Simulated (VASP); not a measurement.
Wanted: the native input for a VASP 6.6.1 run.

* Task: single point
* Functional: r2SCAN
* Potentials or basis: VASP PAW PBE potentials, release 64 (C)
* Cutoff: 520 eV
* k mesh: 16 × 16 × 9
* Occupations: fermi-dirac, width 0.03 eV
* Spin: no spin polarisation
* Dipole correction: no
* Further INCAR settings: ALGO = Normal; EDIFF = 1e-06

Crystal: C.

```
CELL_PARAMETERS angstrom
2.12732 -1.22828 0.00000
2.12732 1.22828 0.00000
-1.37907 0.00000 3.50283
ATOMIC_POSITIONS crystal
C 0.83336 0.83336 0.00009
C 0.16664 0.16664 0.99991
```

This is a stacking variant of graphite.

The input as run:

POSCAR

```
C
1.0
    2.1273203072     -1.2282824400      0.0000000000
    2.1273203072      1.2282824400      0.0000000000
   -1.3790696309      0.0000000000      3.5028300786
C
2
Direct
    0.8333555300      0.8333555300      0.0000930400
    0.1666444700      0.1666444700      0.9999069600
```

INCAR.step1

```
  ALGO = Normal
  EDIFF = 1E-4
  ENCUT = 520
  GGA = PE
  ISMEAR = -5
  LASPH = T
  LCHARG = F
  LREAL = F
  LWAVE = T
  NELM = 100
  PREC = Accurate
  SIGMA = 0.03
```

INCAR.step2

```
  ALGO = Normal
  EDIFF = 1E-6
  ENCUT = 520
  ISIF = 2
  ISMEAR = -1
  ISTART = 1
  LASPH = T
  LCHARG = F
  LMIXTAU = T
  LORBIT = 11
  LREAL = F
  LWAVE = F
  METAGGA = R2SCAN
  NELM = 100
  PREC = Accurate
  SIGMA = 0.03
```

KPOINTS

```
k-points
0
Gamma
  16 16 9
```

Potentials or basis: VASP PAW PBE potentials, release 64 (C).

Command:

```console
$ cat potpaw_PBE.64/C/POTCAR > POTCAR
$ cp INCAR.step1 INCAR
$ mpirun -np 1 vasp_std > vasp.out
$ cp INCAR.step2 INCAR
$ mpirun -np 1 vasp_std > vasp.out
```

It gave:

- Pressure: 0.5 GPa
- Largest force: 0.010 eV/Å
- Band gap on the k mesh: 0.66 eV, indirect (least direct gap 0.68 eV)
- Valence electrons inside the program's atomic spheres: C 2.67

Caveat: the PAW data sets were made with another functional, which shifts forces and pressure a little; an odd mesh through Γ misses points on the zone boundary, where band edges often lie.

Run time: 3.6 min on 1 thread of AMD EPYC 7R13 Processor (Zen 3) (shared host), peak memory 0.15 GiB.
